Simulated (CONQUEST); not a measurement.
BaTiO3: single point with PBE

The system is BaTiO3.

```xyz
5
Lattice="3.9998 0.0000 0.0000 0.0000 3.9998 0.0000 0.0000 0.0000 4.0180" Properties=species:S:1:pos:R:3 pbc="T T T"
Ba    0.0615    3.9602    0.0156
Ti    2.0013    1.9874    2.0356
O     2.0017    3.9850    1.9586
O     0.0018    2.0536    1.9221
O     1.9721    2.0258    3.9190
```

The cell isn't the ideal one: atoms moved at random, drawn with an rms of 0.05 Å.

```json
{
 "Program": "CONQUEST 1.3",
 "Task": "single point",
 "Functional": "PBE",
 "Potentials or basis": "PseudoDojo NC PBE, DZP, grid cutoff 150 Ha",
 "k mesh": "7 × 7 × 7",
 "Occupations": "fermi-dirac, width 0.05 eV",
 "Spin": "no spin polarisation"
}
```

| Property | Result |
| --- | --- |
| Pressure | 5.2 GPa |
| Largest force | 0.674 eV/Å |
| Band gap on the k mesh | 1.80 eV, indirect (least direct gap 1.98 eV) |
| Mulliken charges | Ba +1.26; Ti +1.34; O -0.87, -0.85 e |

Forces in eV/Å, atoms in the order of the input:
```
Ba  -0.486  0.351 -0.309
Ti   0.191 -0.033  0.223
O    0.088  0.454 -0.080
O   -0.054 -0.438  0.153
O    0.279 -0.337  0.000
```

Stress tensor (GPa, compression positive):
```
 4.33 -0.25  0.27
-0.25  5.03 -0.61
 0.27 -0.61  6.17
```

Run time: 5.5 min on 1 thread of Intel(R) Xeon(R) 6975P-C (Granite Rapids) (shared host), peak memory 1.5 GiB.

Caveat: Mulliken charges move with the basis; spin-orbit coupling is left out, which moves the levels of the heavy elements; an odd mesh through Γ misses points on the zone boundary, where band edges often lie; the basis of atomic orbitals isn't converged, which shifts pressures, moduli and gaps.
